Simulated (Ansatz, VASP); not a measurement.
AgCl: VASP beside Ansatz

The input POSCAR:

```
AgCl
1.0
    4.6327359505      0.0000000000      0.0000000000
   -2.3163679753      4.0120670222      0.0000000000
    0.0000000000      0.0000000000      5.8655605197
Ag Cl
2 2
Direct
    0.3333333333      0.6666666667     -0.0622203148
    0.6666666667      0.3333333333      0.4377796852
    0.3333333333      0.6666666667      0.4372203148
    0.6666666667      0.3333333333      0.9372203148
```

INCAR.step1

```
SYSTEM = AgCl
ALGO = Normal
EDIFF = 1E-4
ENCUT = 520
GGA = PE
ISMEAR = 0
LASPH = .TRUE.
LCHARG = .FALSE.
LREAL = .FALSE.
LWAVE = .TRUE.
NBANDS = 26
NELM = 80
PREC = Accurate
SIGMA = 0.01
```

INCAR.step2

```
SYSTEM = AgCl
ALGO = Normal
EDIFF = 1E-6
ENCUT = 520
ISIF = 2
ISMEAR = 0
ISTART = 1
LASPH = .TRUE.
LCHARG = .FALSE.
LMIXTAU = .TRUE.
LREAL = .FALSE.
LWAVE = .FALSE.
METAGGA = R2SCAN
NBANDS = 26
NELM = 80
PREC = Accurate
SIGMA = 0.01
```

The input KPOINTS:

```
k-points
0
G
  6 6 4
  0 0 0
```

Input for Ansatz:

```yaml
crystal:
  lattice:
    - [4.6327359505, 0.0, 0.0]
    - [-2.3163679753, 4.0120670222, 0.0]
    - [0.0, 0.0, 5.8655605197]
  atoms:
    - { symbol: Ag, position: [0.3333333333, 0.6666666667, -0.0622203148] }
    - { symbol: Ag, position: [0.6666666667, 0.3333333333, 0.4377796852] }
    - { symbol: Cl, position: [0.3333333333, 0.6666666667, 0.4372203148] }
    - { symbol: Cl, position: [0.6666666667, 0.3333333333, 0.9372203148] }
kpoints:
  mp_grid: { grid: [6, 6, 4] }
  band_path:
    path:
      - [0.0, 0.0, 0.0]
      - [0.5, 0.0, 0.0]
      - [0.3333333333, 0.3333333333, 0.0]
      - [0.0, 0.0, 0.5]
      - [0.5, 0.0, 0.5]
      - [0.3333333333, 0.3333333333, 0.5]
    npoints: 1
hamiltonian:
  xc: r2scan
scf:
  occupations: { method: fixed }
  n_extra_bands: 5
output:
  forces: true
  stress: true
  eigenvalues: true
  write_density: true
  write_potential: true
  elf: true
  volumetric_format: npy
```

Change from the starting cell: hydrostatic strain +2.5%.

Alike in both runs: task single point; functional r2SCAN; k mesh 6 × 6 × 4; no spin polarisation.

|  | VASP | Ansatz |
| --- | --- | --- |
| version | VASP 6.6.1 | Ansatz 0.2.0 |
| potentials or method | VASP PAW PBE potentials, release 64 (Ag, Cl) | plane waves, PAW |
| plane-wave cutoff (eV) | 520 | 500 |
| occupations | gaussian, width 0.01 eV | fixed |
| valence electrons in the cell | 36 | 52 |

|  | VASP | Ansatz | Ansatz less VASP |
| --- | --- | --- | --- |
| gap on the k mesh at the Fermi level (eV) | 1.82 | 1.86 | +0.047 |
| pressure (GPa) | -2.5 | -2.4 | +0.08 |
| largest component of the traceless stress (GPa) | 0.19 | 0.16 | -0.033 |

The two sets of potentials don't hold the same shells in valence.

Caveats: the PAW data sets were made with another functional, which shifts forces and pressure a little (VASP). A k mesh can miss the band edges.
